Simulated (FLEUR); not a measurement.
## NaCl under changes of volume

One of the cells (21.813 Å³/atom); the others are scaled copies at fixed shape and fractional positions:

```xyz
2
Lattice="0.0000 2.7941 2.7941 2.7941 0.0000 2.7941 2.7941 2.7941 0.0000" Properties=species:S:1:pos:R:3 pbc="T T T"
Cl    2.7941    2.7941    2.7941
Na    0.0000    0.0000    0.0000
```

The cell is a database's computed one.

- Program: FLEUR MaX-R8.1 (later development tree)
- Functional: PBEsol
- Potentials or basis: all-electron
- Basis: FLAPW
- Kmax: 4.14 1/bohr
- k mesh: 8 × 8 × 8
- Occupations: fermi-dirac, width 0.05 eV
- Spin: no spin polarisation

```tsv
volume (Å³/atom)	energy over the lowest point (meV/atom)	gap on the mesh (eV)
20.504	?	?
20.940	4.25	5.20
21.376	1.31	5.12
21.813	0.00	5.04
22.249	0.15	4.97
22.685	1.60	4.90
23.121	4.21	4.83
```

**Question.** What does the run at 20.504 Å³/atom give?

**Answer.** Energy over the lowest point 9.03 meV/atom; gap on the mesh 5.29 eV.

Worked out: A Birch-Murnaghan fit of order 3 (a polynomial in V^(-2/3)) to the other rows has its minimum at 21.98 Å³/atom with B0 = V·E''(V) = 26 GPa and B' = 4.7. It gives 9.02 meV/atom at 20.504 Å³/atom, against the run's 9.03. A straight line through the other rows of the gap, of slope -3.72 eV per unit of ln V (its deformation potential), extrapolates to 5.28 eV, against the run's 5.29.

Energies are extrapolated to zero smearing.
